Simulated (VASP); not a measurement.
TiPbO3, 5 atoms in the cell. Symmetry: P4mm, No. 99, tetragonal system. Conventional cell: a = 3.877 Å, b = 3.877 Å, c = 4.177 Å, α = 90.00°, β = 90.00°, γ = 90.00°. Around Ti (site symmetry 4mm) lie 5 O at 1.78 to 1.97 Å. Around Pb (site symmetry 4mm) lie 8 O at 2.51 to 2.78 Å. Around O (site symmetry 4mm) lie 1 Ti at 1.78 Å. O (site symmetry 2mm) is surrounded by 2 Ti at 1.97 Å. 

- Program: VASP 6.6.1
- Task: band structure
- Functional: TB-mBJ
- Potentials or basis: VASP PAW PBE potentials, release 64 (Ti_sv, Pb_d, O)
- Cutoff: 520 eV
- k mesh: 6 × 6 × 6
- Occupations: gaussian, width 0.03 eV
- Spin: spin-orbit coupling, no magnetisation
- Further INCAR settings: ALGO = Normal; EDIFF = 1e-06; NBANDS = 59

Potentials or basis: VASP PAW PBE potentials, release 64 (Ti_sv, Pb_d, O).

Launch:

```bash
$ cat potpaw_PBE.64/Ti_sv/POTCAR potpaw_PBE.64/Pb_d/POTCAR potpaw_PBE.64/O/POTCAR > POTCAR
$ cp INCAR.step1 INCAR
$ mpirun -np 2 vasp_ncl > vasp.out
$ cp INCAR.step2 INCAR
$ mpirun -np 2 vasp_ncl > vasp.out
```

Hardware: 2 MPI ranks on Intel(R) Xeon(R) Platinum 8488C (Sapphire Rapids), with other jobs on the host.

Problem. How long does it take, and how much memory?

Solution. It took 28 min on 2 MPI ranks on Intel(R) Xeon(R) Platinum 8488C (Sapphire Rapids), on a shared host, peak memory 0.75 GiB a rank. Counts: scf iterations 84, k points 60.
